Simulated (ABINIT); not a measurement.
## PtSe2 (Sudovikovite): single point with LDA

The system is PtSe2 (Sudovikovite).

```
CELL_PARAMETERS angstrom
3.72400 0.00000 0.00000
-1.86200 3.22508 0.00000
0.00000 0.00000 5.06200
ATOMIC_POSITIONS crystal
Pt 0.00000 0.00000 0.00000
Se 0.66667 0.33333 0.75000
Se 0.33333 0.66667 0.25000
```

```
Program             : ABINIT 10.8.3 (patched build)
Task                : single point
Functional          : LDA
Potentials or basis : PseudoDojo NC SR LDA v0.4.1 standard
Cutoff              : 1061 eV
k mesh              : 6 × 6 × 4
Occupations         : fermi-dirac, width 0.05 eV
Spin                : no spin polarisation
```

```json
{"Pressure": "-1.2 GPa", "Largest force": "0.185 eV/Å", "Band gap on the k mesh": "none (metal or under the smearing width)", "Valence electrons inside the program's atomic spheres": "Pt 14.50; Se 13.22"}
```

Forces on the atoms (eV/Å):
```
Pt   0.000  0.000  0.000
Se   0.000  0.000 -0.185
Se   0.000  0.000  0.185
```

Stress tensor (GPa, compression positive):
```
-0.77  0.00  0.00
 0.00 -0.77  0.00
 0.00  0.00 -1.93
```

Levels at points of the mesh, in eV from the Fermi level:
```tsv
k point	band 21	band 22	band 23	band 24	band 25	band 26	band 27	band 28	band 29	band 30
(0.00, 0.00, 0.00)	-3.97	-2.54	-1.04	-1.04	0.43	1.47	1.47	3.53	4.01	7.29
(0.50, 0.00, 0.00)	-3.71	-3.52	-3.45	-3.37	-2.96	0.65	2.37	4.76	5.77	7.02
(0.00, 0.00, 0.50)	-4.00	-2.98	-1.70	-1.48	-1.48	2.32	2.32	4.75	6.23	6.78
(0.50, 0.00, 0.50)	-3.50	-3.46	-3.18	-2.82	-1.35	1.00	1.50	4.51	4.68	7.17
```

Wall time 42 s on 4 MPI ranks on Arm Neoverse V1, on a shared host, peak memory 0.32 GiB a rank.

The run has no spin-orbit coupling, so splittings on Pt are missing.
